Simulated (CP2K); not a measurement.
The system is HfO2.

```
CELL_PARAMETERS angstrom
5.21946 0.00000 0.00000
0.00000 5.00476 0.00000
0.00000 0.00000 5.03269
ATOMIC_POSITIONS crystal
Hf 0.96699 0.73252 0.74144
Hf 0.53301 0.73252 0.24144
Hf 0.46699 0.26748 0.74144
Hf 0.03301 0.26748 0.24144
O 0.63213 0.92865 0.87927
O 0.86787 0.92865 0.37927
O 0.23395 0.53988 0.49229
O 0.26605 0.53988 0.99229
O 0.76605 0.46012 0.99229
O 0.73395 0.46012 0.49229
O 0.13213 0.07135 0.87927
O 0.36787 0.07135 0.37927
```

Measurements of this composition are mostly on another form, of space group No. 14.

Base run:

- Program: CP2K 2026.2
- Functional: PBE
- Potentials or basis: GTH_SOC_POTENTIALS Hf GTH-PBE-q12, O GTH-PBE-q6; DZVP-MOLOPT-SR-GTH basis
- Density cutoff: 8163 eV
- k mesh: 4 × 4 × 4
- Occupations: fermi-dirac, width 0.05 eV
- Spin: spin-orbit coupling, no magnetisation

Its results: pressure 2.1 GPa.

Q: The run is repeated on the same cell with these changes: functional from PBE to r2SCAN; density cutoff from 8163 eV to 12245 eV; cutoff of the grids from 600 Ry to 900 Ry. What comes out?

A: Pressure -1.3 GPa.

Caveats: the basis of atomic orbitals isn't converged, which shifts pressures, moduli and gaps; the potentials were made for another functional, which shifts forces and pressure (some runs).
